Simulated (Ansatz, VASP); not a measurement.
One calculation of BiTe, two programs

Contents of INCAR:

```
SYSTEM = BiTe
ALGO = Normal
EDIFF = 1E-6
ENCUT = 520
GGA = PS
ISIF = 2
ISMEAR = -1
LASPH = .TRUE.
LCHARG = .FALSE.
LREAL = .FALSE.
LWAVE = .FALSE.
NBANDS = 18
NELM = 100
PREC = Accurate
SIGMA = 0.03
```

File KPOINTS:

```
k-points
0
G
  10 10 10
  0 0 0
```

POSCAR

```
BiTe
1.0
    0.0000000000      3.1912784242      3.1912784242
    3.1912784242      0.0000000000      3.1912784242
    3.1912784242      3.1912784242      0.0000000000
Bi Te
1 1
Direct
    0.0000000000      0.0000000000      0.0000000000
    0.5000000000      0.5000000000      0.5000000000
```

Input for Ansatz:

```yaml
crystal:
  lattice:
    - [0.0, 3.1912784242, 3.1912784242]
    - [3.1912784242, 0.0, 3.1912784242]
    - [3.1912784242, 3.1912784242, 0.0]
  atoms:
    - { symbol: Bi, position: [0.0, 0.0, 0.0] }
    - { symbol: Te, position: [0.5, 0.5, 0.5] }
kpoints:
  mp_grid: { grid: [10, 10, 10] }
scf:
  occupations: { method: fermi_dirac, width: 0.03 }
hamiltonian:
  xc: pbesol
  pseudopotentials: { kind: all_electron, lapw: { basis_error: 0.00025 } }
output:
  forces: true
  stress: true
  eigenvalues: true
```

Change from the starting cell: functional pbesol, volume scaled by 0.96.

Alike in both runs: task single point; functional PBEsol; k mesh 10 × 10 × 10; occupations fermi-dirac, width 0.03 eV; no spin polarisation.

|  | VASP | Ansatz |
| --- | --- | --- |
| version | VASP 6.6.1 | Ansatz 0.2.0 |
| potentials or method | VASP PAW PBE potentials, release 64 (Bi_d, Te) | all-electron LAPW, scalar-relativistic |
| plane-wave cutoff (eV) | 520 | see its input |

```tsv
	VASP	Ansatz	Ansatz less VASP
pressure (GPa)	0.4	0.4	+0.03
```

Ansatz ran all-electron here, so the differences hold the error of VASP's frozen core and of both bases.

Caveats: the PAW data sets were made with another functional, which shifts forces and pressure a little (VASP); spin-orbit coupling is left out, which moves the levels of the heavy elements.
